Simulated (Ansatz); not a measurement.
## fcc Pd(111) / fcc Pt(111) interface: specific resistance

How much resistance does one fcc Pd(111) / fcc Pt(111) interface add to a current across the layers? Experiment: current-perpendicular-to-plane resistances of sputtered multilayers at 4.2 K give 2AR = 0.28 ± 0.06 fΩ m² (J. Bass, CPP magnetoresistance of magnetic multilayers: a critical review, arXiv:1511.07387 (2015), Table 10). Those interfaces are textured, rough and intermixed over some layers.

Program: Ansatz 0.2.0. Level of theory: Ansatz plane-wave DFT, PBE, PAW files; ballistic transport by layer matching (Landauer), zero bias, in the first sound run; inputs show where later runs differ. Results are calculated unless marked as measured.

## Step 1: The starting structure

The cell holds 18 atoms: 9 Pd and 9 Pt. Its edges and angles: a = 2.762 Å, b = 2.762 Å, c = 40.592 Å, α = 90.0°, β = 90.0°, γ = 120.0°. It derives from Pd and Pt. Regions: Pd, 9 atoms (9 Pd); Pt, 9 atoms (9 Pt). The structure's axis is c.

## Step 2: Transmission: PBE

Both metals share one in-plane lattice, the mean of the two, each at its own atomic volume. The two leads are named in the middle of each metal, so that only one of the cell's two interfaces is crossed. The mesh across the current, 52×52, is finer than the density's, because channels open and close sharply across the zone. Energies from -0.27 to 0.27 eV in steps of 0.036 eV cover the slope of the Fermi function at 300 K, so the program can form a conductance.

input.yaml reads:

```yaml
crystal:
  lattice:
    - [2.761817666, 0.0, 0.0]
    - [-1.380908833, 2.3918042593, 0.0]
    - [0.0, 0.0, 40.5923077109]
  atoms:
    - { symbol: Pd, position: [0.0, 0.0, 0.0246352094] }
    - { symbol: Pd, position: [0.3333333333, 0.6666666667, 0.0795080502] }
    - { symbol: Pd, position: [0.6666666667, 0.3333333333, 0.134380891] }
    - { symbol: Pd, position: [0.0, 0.0, 0.1892537318] }
    - { symbol: Pd, position: [0.3333333333, 0.6666666667, 0.2441265725] }
    - { symbol: Pd, position: [0.6666666667, 0.3333333333, 0.2989994133] }
    - { symbol: Pd, position: [0.0, 0.0, 0.3538722541] }
    - { symbol: Pd, position: [0.3333333333, 0.6666666667, 0.4087450949] }
    - { symbol: Pd, position: [0.6666666667, 0.3333333333, 0.4636179357] }
    - { symbol: Pt, position: [0.0, 0.0, 0.5191734912] }
    - { symbol: Pt, position: [0.3333333333, 0.6666666667, 0.5754117616] }
    - { symbol: Pt, position: [0.6666666667, 0.3333333333, 0.6316500319] }
    - { symbol: Pt, position: [0.0, 0.0, 0.6878883022] }
    - { symbol: Pt, position: [0.3333333333, 0.6666666667, 0.7441265725] }
    - { symbol: Pt, position: [0.6666666667, 0.3333333333, 0.8003648429] }
    - { symbol: Pt, position: [0.0, 0.0, 0.8566031132] }
    - { symbol: Pt, position: [0.3333333333, 0.6666666667, 0.9128413835] }
    - { symbol: Pt, position: [0.6666666667, 0.3333333333, 0.9690796538] }
kpoints:
  mp_grid: { grid: [16, 16, 1] }
hamiltonian:
  xc: pbe
scf:
  occupations: { method: fermi_dirac, width: 0.1 }
output:
  transmission:
    leads: [[3, 4], [12, 13]]
    kmesh: [52, 52]
    e_range: [-0.27, 0.27]
    de: 0.036
  write_potential: true
  write_density: true
  volumetric_format: npy
  elf: true
```

Started as:

```sh
$ ansatz run input.yaml --threads 8 --pin off --max-ram 15360MiB --backend cpu --events-out ev --progress --plain --runs-dir out
```

Numbers of over 12 decimals in the logs are rounded to 6 here.

Output:

```text
Engine: ansatz 0.2.0, aarch64-unknown-linux-gnu
Pseudopotentials: kind: paw
Pseudopotential: Pd, paw, valence charge 18, recommended cutoff 420 eV (normal), Pd.paw.azcp
Pseudopotential: Pt, paw, valence charge 18, recommended cutoff 420 eV (normal), Pt.paw.azcp
Functional definition: PBE
  parameter kappa = 0.804
  parameter beta = 0.066725
  exchange = pbe_x(kappa = kappa, mu = beta*pi^2/3)
  correlation = pbe_c(beta = beta)
Crystal: 18 atoms, lattice volume = 268.142 Å³
Basis set: ecut = 420 eV, 5217 PW (Γ)
Bands: 195, of which v1, the nominal top of the filled ones, is band 162 counted from 1 (161 counted from 0)
Symmetry: 12 space group operations
Space group: P-3m1 (ITA 164), of the structure as read, at distance tolerance 6.4e-5 Å
k-points: 30 of 256
Non-local potential: Pd, projectors of the file, l = 0: 2, l = 1: 2, l = 2: 2, l = 3: 1
Non-local potential: Pt, projectors of the file, l = 0: 3, l = 1: 2, l = 2: 2, l = 3: 1
PAW form: soft (Blöchl's): semilocal exchange-correlation on the pseudo side does not see the compensation charge
PAW one-centre angular grid: Pd, 590 points (default); XC on 64 Gauss nodes
PAW one-centre angular grid: Pt, 590 points (default); XC on 64 Gauss nodes
Initial density: superposition of atomic densities (neutral atoms: chi_scale 0, normalization atom), corrected by the library's trained network
Initial wavefunctions: pseudopotential atomic-orbital guess
Functional: x = pbe(κ = 0.804, μ = 0.219515), c = pbe(β = 0.066725)
SCF iter   1: F=—  HF=-175463.109628 eV  |F-HF|=—  |Δ(HF+E_count)|=         —  Δρ=4.42e-3  dr2=6.67e-1  ethr=1.77e-3  ⟨swp⟩=5.1  Hψ=20071  notcnv=0  defer=318
preconditioner: auto → Kerker (q_TF=auto, 2.816 Å⁻¹)  [metal: Δε(μ)=0.004 eV  Ē_g=8.968 eV  σ=0.100 eV  W_gap=0.01  n_scr=114 (ndim 8)  ℏωp=30.4 eV  f_vac=0.000  D(μ)=33.79/eV (n_scr^D=480)]
SCF iter   2: F=—  HF=-175463.114921 eV  |F-HF|=—  |Δ(HF+E_count)|=   5.29e-3  Δρ=2.01e-3  dr2=1.22e-1  ethr=2.06e-4  ⟨swp⟩=1.1  Hψ=6760  notcnv=0  defer=318
SCF iter   3: F=—  HF=-175463.116509 eV  |F-HF|=—  |Δ(HF+E_count)|=   1.59e-3  Δρ=5.43e-4  dr2=3.74e-2  ethr=3.76e-5  ⟨swp⟩=1.0  Hψ=5383  notcnv=0  defer=318
SCF iter   4: F=—  HF=-175463.116393 eV  |F-HF|=—  |Δ(HF+E_count)|=   1.16e-4  Δρ=2.11e-4  dr2=1.04e-2  ethr=1.15e-5  ⟨swp⟩=1.0  Hψ=5383  notcnv=0  defer=318
SCF iter   5: F=—  HF=-175463.116365 eV  |F-HF|=—  |Δ(HF+E_count)|=   2.87e-5  Δρ=5.36e-5  dr2=2.16e-4  ethr=3.20e-6  ⟨swp⟩=1.0  Hψ=5383  notcnv=0  defer=318
SCF iter   6: F=—  HF=-175463.116350 eV  |F-HF|=—  |Δ(HF+E_count)|=   1.51e-5  Δρ=1.57e-5  dr2=2.49e-5  ethr=6.68e-8  ⟨swp⟩=1.0  Hψ=5383  notcnv=0  defer=318
SCF iter   7: F=—  HF=-175463.117040 eV  |F-HF|=—  |Δ(HF+E_count)|=   6.90e-4  Δρ=3.90e-6  dr2=2.11e-7  ethr=7.68e-9  ⟨swp⟩=1.0  Hψ=5383  notcnv=0  defer=318
SCF iter   8: F=-175463.117040 eV  HF=-175463.117040 eV  |F-HF|=7.76e-8  |Δ(HF+E_count)|=   3.99e-9  Δρ=1.82e-6  dr2=7.94e-8  ethr=3.09e-11  ⟨swp⟩=8.2  Hψ=16769  notcnv=0
SCF 1 converged in 8 iterations: F = -175463.117040 eV  dr2 = 7.94e-8
  greatest PAW one-centre occupation: 1.000 electrons in one spin orbital (limit 2), on the Pt atom at site 17 (counted from 0), in its partial waves of l = 0
transmission: 933 of 9324 steps passed
transmission: 1866 of 9324 steps passed
[...]
transmission: 9324 of 9324 steps passed
SCF converged after 8 iterations
Free energy (F): -175463.117040 eV
Harris-Foulkes:  -175463.117040 eV  (|F-HF|=7.76e-8)
Internal energy: -175462.048383 eV  (E = F + TS)
E sigma→0 (E₀):  -175462.582711 eV
Entropy (-TS):   -1.068657 eV (-59.370 meV/atom)
Fermi energy:    21.681375 eV
--- Per-component energies (eV) ---
  E_band       = -2366.436137
  E_kinetic    = 10372.212512
  E_local      = -29229.363528  (includes V_loc(G=0)·N_el)
  E_nonlocal   = 3752.286034
  E_hartree    = 11468.634823
  E_xc         = -3879.752988
  E_vxc        = -4638.004137  (∫ρ·V_xc dr)
  E_paw        = -118838.060566  (= ΣΔE_a)
  E_vpaw       = -5560.845767  (= ΣTr[D̂ρ^β])
  E_aug_tail   = 0.003894  (compensation charges beyond the density's cutoff)
  E_ewald      = -49108.008565
  E_smearing   = -1.068657  (= −TS)
  E_closure    = -0.000000  (closes the sum)
  Σ components = -175463.117040   (vs F -175463.117040, Δ=0.00e0)
--- Band table (eV; the first three rows and the last of 30) ---
  k-point 0: bands = [... 158 lower, 20.3956, 20.5678, 20.5678, 20.5833, 20.5833, 20.9415, 20.9415, 20.9523, ... 29 higher]
  k-point 1: bands = [... 158 lower, 20.4611, 20.4818, 20.5677, 20.6359, 20.6462, 20.6795, 20.8453, 20.9483, ... 29 higher]
  k-point 2: bands = [... 158 lower, 20.4070, 20.5072, 20.6088, 20.6399, 20.7081, 20.7826, 20.8832, 21.0485, ... 29 higher]
  k-point 29: bands = [... 158 lower, 21.5184, 21.5816, 21.5937, 21.6875, 25.5680, 25.8093, 26.1596, 26.5001, ... 29 higher]
--- Transmission ---
  basis      : 55 plane waves across, 37 finite elements along
  points     : 252, standing for a mesh of 52 x 52
  filling    : by the input's occupations and mesh, since the crystals that have channels conduct as metals do. If one of these is a semiconductor, that mesh has misplaced its level
  energies   : 16 from -0.270000 to 0.270000 eV about the Fermi level, 0.036000 eV apart; the leads are filled to 0.000000 eV, and channels, transmission and decay are at 0.018000 eV
  crystal 0  : Pd1, at the sites [3, 4], period 2.2274 Å, over 20.05 Å; its Hamiltonian steps by up to 0.7 meV
    offset         : up to 0.0000 Å between an atom of the period and one for which it stands
    filled         : 35.7 meV over the level at which it is neutral
    channels       : 1.309541e0 a spin
    conductance    : 1.6492e15 S/m² at 300 K; may be off by some 0.0 % by where its bands' edges are placed, 1.0 % from the k-mesh, 12.1 % from the distance to neutral
    slowest decay  : 0.0292 /Å at (0.2308, 0.1538)
  crystal 1  : Pt1, at the sites [12, 13], period 2.2828 Å, over 20.55 Å; its Hamiltonian steps by up to 0.7 meV
    offset         : up to 0.0000 Å between an atom of the period and one for which it stands
    filled         : 9.6 meV over the level at which it is neutral
    channels       : 1.630917e0 a spin
    conductance    : 1.9650e15 S/m² at 300 K; may be off by some 0.0 % by where its bands' edges are placed, 2.0 % from the k-mesh, 1.6 % from the distance to neutral
    slowest decay  : 0.0422 /Å at (0.0000, 0.0000)
  junction   : crystal 0 to crystal 1, 10.33 to 28.37 Å
    transmission   : 1.047139e0 a spin
    conductance    : 1.3470e15 S/m² at 300 K (1.3398e15 on every other point, 1.3507e15 on every other energy)
    error estimate : 0.3 % from the energy spacing and 0.5 % from band edges of the leads and from resonances (wavevectors taken as independent; lower de), 0.9 % from the k-mesh, 0.7 % from the steps of its leads' Hamiltonians or their offsets (lay more layers), 13.1 % from the distance to neutral
    resistance     : 1.8467e-4 Ω µm² beyond half of each lead's own
```

Run time: 2.6 min. Hardware: 8 threads of Arm Neoverse V1, shared host; peak memory 2.6 GiB; 15 min of CPU time.

Numbers from this step:

```
free energy                                                                : -175463.1170 eV
energy at zero smearing                                                    : -175462.5827 eV
Fermi energy                                                               : 21.68 eV
cell area                                                                  : 6.606 Å²
step of the lead's potential                                               : 0.7 meV
ballistic conductance of the lead                                          : 1.65e15 S/m²
estimated errors of the lead's conductance                                 : 0, 1, 12.1 % (band edges, k-mesh, distance from neutral)
lead conductance per cell                                                  : 1.406 G₀
step of the upper lead's potential                                         : 0.7 meV
ballistic conductance of the upper lead                                    : 1.96e15 S/m²
conductance of the junction                                                : 1.35e15 S/m²
junction conductance per cell                                              : 1.148 G₀
estimated errors of the junction's conductance                             : 0.3, 0.5, 0.9, 0.7, 13.1 % (energy step, band edges, k-mesh, leads' steps, distance from neutral)
area resistance that the stack adds (contact term taken off, spin by spin) : 0.1847 fΩ m²
```

Per spin. Table of transmission, zone mean by energy, zero at the Fermi level:

```csv
energy (eV),"transmission, zone mean"
-0.270,1.76
-0.234,1.77
-0.198,1.75
-0.162,1.70
-0.126,1.68
-0.090,1.54
-0.054,1.40
-0.018,1.19
0.018,1.05
0.054,0.960
0.090,0.884
0.126,0.826
0.162,0.747
0.198,0.666
0.234,0.579
0.270,0.479
```

Per spin. Table of open channels, zone mean by energy, zero at the Fermi level:

```
energy (eV)   lead  upper lead
     -0.270   1.94        1.91
     -0.234   2.00        1.95
     -0.198   2.07        1.95
     -0.162   2.05        1.94
     -0.126   1.98        1.95
     -0.090   1.83        1.88
     -0.054   1.72        1.83
     -0.018   1.44        1.72
      0.018   1.31        1.63
      0.054   1.20        1.52
      0.090   1.05        1.38
      0.126  0.983        1.30
      0.162  0.877        1.22
      0.198  0.781        1.12
      0.234  0.673        1.07
      0.270  0.500        1.05
```

Transmission over k1 and k2. At -0.0180 eV from the Fermi level (the log's summary may quote the solved energy on the other side of it).

Ten even steps from '_' (0.00) to '@' (1.97), each cell a mean:
```
++++--++++**####%%%%##++++====++--::==++++++******++++++==::
--==++++++====++**++========++**--====++++==++====++++++++==
++++++%%@@%%##**==----++##%%@@@@**==++++++++**::::::==++++++
%%++==##@@@@@@%%++++++++**@@@@@@@@++==**##++==--..__::====++
%%##==++@@@@@@@@##++++++++%%@@@@@@@@++++##%%**++==::::====##
**%%**==++**%%@@@@##++++++++@@@@@@##++==++%%##**++==++++==**
%%%%++==--++++**%%@@##++++++%%@@%%++++==--==##%%%%++======++
##**====--++++++++**%%##++++##@@**++++++======++**##++++++++
++++====##++++++++++++**++++++##++++++++++++++**++==++++====
--====##@@@@%%****++++++++++++++++++++++++##%%@@@@**++==::::
++++++@@@@@@@@@@@@@@%%##++++++--++++##%%@@@@@@@@@@@@%%**++++
====--++%%@@@@@@@@@@##**++++++++++++++****%%@@@@@@@@@@##====
--::--++==**%%%%**++++++++++++++++++++++++++++++**%%%%++====
++++++++++++==++==++++++++++**%%++++**##++++++++++++++====++
**++++++++####++==--==++++++%%@@++++++##@@##++++++==--==**%%
##++++++++++####%%==--==++##@@@@##++++++##@@@@##++==--==%%%%
**++====--====**####==++##@@@@@@%%++++++++##@@@@@@%%**==**##
%%++====__..====**%%##==++@@@@@@@@##++++++++%%@@@@@@%%==++%%
**==++==______--++++**++==++@@@@@@@@**==--==++@@@@@@@@**==**
++++++++++======**==++++++==++%%##**============****%%##====
--==++++++======++==++++==::==++======++**##%%**++======++--
++--==++++####**####**++==::++**--==++**%%%%**%%%%##++==--++
```
Columns: k1 (b1) from -0.5 to 0.481; rows upwards: k2 (b2) from -0.5 to 0.481.

Open channels over k1 and k2. At -0.0180 eV from the Fermi level (the log's summary may quote the solved energy on the other side of it).

Ten even steps from '_' (0.00) to '@' (3.00), each cell a mean:
```
****++----++**@@@@%%**==----******==------++##%%**==------++
--++++==----====++====------==**++--------++==----++++------
------******++==--------++******==--------++++......--++----
**==--++********--------==********==--++++++==::____..--++==
####==--********++--------++********--==**##%%==--....--==%%
@@@@++--====++****++--------******++==--==%%@@@@++======++%%
##@@++--------==****++------++****----------##%%**==========
++++==------------==**++----++**==------------==**++--------
--------++------------====----++------------====------------
==----++****++====----------------------==++******==----==++
****++****************++==----------++****************++****
****++==************++==--------------====++**********++==**
----------==++**==----------------------------====++**------
----------==--==------------++++----++++------------==--====
++--------****++------------****------++**++------------****
##++++++++++##@@##--------++****++------++****++--------%%@@
@@##----::--++@@@@%%==--++********--------++******++==--##@@
##++----__..----******====********==--------++********--++**
==--++--______::**======--==********==------==********==--==
------++==------**==--------==**++==------------====**++----
==------========**--------==****==----++**####**++----==****
**++------**##@@%%++==----==****++----++**%%@@%%****----++**
```
Columns: k1 (b1) from -0.5 to 0.481; rows upwards: k2 (b2) from -0.5 to 0.481.

ELF in the ca plane at fractional y = 0.000, with atoms of Pd and Pt within 0.2 Å of it. It is the smooth field of the valence electrons, not physical close to the nuclei.

Ten even steps from '0' (0.13) to '9' (0.68), each cell a mean:
```
11112665641111000001112589973222210001222259
11111466621111100011112368752222221112222237
33211123211133211123311234322224432223432223
45311111110245311135420122211245532224552112
44311111111144311134411122221235432224542112
22111255421112110112111256642223321123322235
11111566641111100001112489962222210012222248
11112653651111000001122599983122110001222259
```
Columns run along c (16.0 Å, from fractional 0.29 to 0.69 of the cell), rows up along a (2.8 Å). Atoms in or near the plane, at fractional coordinates: Pd at (0.35, 0.00), Pt at (0.52, 0.00), Pt at (0.69, 0.00).

Electrostatic potential energy in the ca plane at fractional y = 0.000, with atoms of Pd and Pt within 0.2 Å of it. With pseudopotentials it is smooth inside the atoms' cores, unlike the true potential.

Ten even steps from '0' (-46 eV) to '9' (25 eV), each cell a mean:
```
99998510269999999999999510027999999999999850
99999743589999999999999842268998899998899973
77899987899987899987899987789987689987679998
66799999999876789976789999999975579986468999
76899998999976799976799998899986579986579999
88999865689988899988899864479998889998789985
99999521379999999999999620048999999999999961
99998400159999999999999500017999999999999840
```
Columns run along c (16.0 Å, from fractional 0.29 to 0.69 of the cell; values clipped at the 3rd and 97th percentile), rows up along a (2.8 Å). Atoms in or near the plane, at fractional coordinates: Pd at (0.35, 0.00), Pt at (0.52, 0.00), Pt at (0.69, 0.00).

Valence density in the ca plane at fractional y = 0.000, with atoms of Pd and Pt within 0.2 Å of it. It is the smooth field of the valence electrons, not physical close to the nuclei.

Ten steps, logarithmic in the rise over the least value, from '0' (0 e/Å³) to '9' (13 e/Å³), each cell a mean:
```
11113699852111100011112589973111110011111268
22212477631122210122211467752123321112322246
44311234321234321234321234431234432134442123
55421111111245421245431122211245542235543112
45321122211245421245421123321235532234542112
33211366531133211123321356642223321123332235
11112689852111100011112478863112210012221257
01113799962111000001112589974111110001111368
```
Columns run along c (16.0 Å, from fractional 0.29 to 0.69 of the cell), rows up along a (2.8 Å). Atoms in or near the plane, at fractional coordinates: Pd at (0.35, 0.00), Pt at (0.52, 0.00), Pt at (0.69, 0.00).

The larger of the two leads' potential steps is 0.7 meV from period to period, small in itself. The program estimates the junction's conductance to 0.9 % from the k-mesh, 13 % from the leads' distance from neutral and 0.7 % from their steps.

## Step 3: Resistance: PBE

This step: Ansatz plane-wave DFT, PBE, PAW files; ballistic transport by layer matching (Landauer), zero bias; specific resistance of one interface, 1/T less the mean of the leads' 1/N (Ansatz 0.2.0).

Numbers from this step:

```yaml
area_resistance: 0.1855 fΩ m²
t_over_the_leads_mean_channel_count: 0.7442
twice_the_interface_resistance_2ar_or_2ar_star_for_magnets: 0.3711 fΩ m²
```

Twice the interface resistance is 0.371 fΩ m² here, against 0.28 measured.

By hand, with T and the leads' channels N averaged over the energies near the Fermi level: RA = A (h/2e²)(1/T − ½[1/N₁ + 1/N₂]) = 6.606×10⁻²⁰ m² × 12 906 Ω × (1/1.151 − ½[1/1.415 + 1/1.677]) = 0.186 fΩ m².

(Continued in part 2 of 2.)

[Logs are printed without paths, hosts, clocks, repeated set-up lines and the standing remarks that a program may print on its own settings, such as how far it seeks lower states.]

[Hosts, paths, dates, database ids (printed as entryN), source tags and the programs' standing remarks are cut or masked in the printed files.]
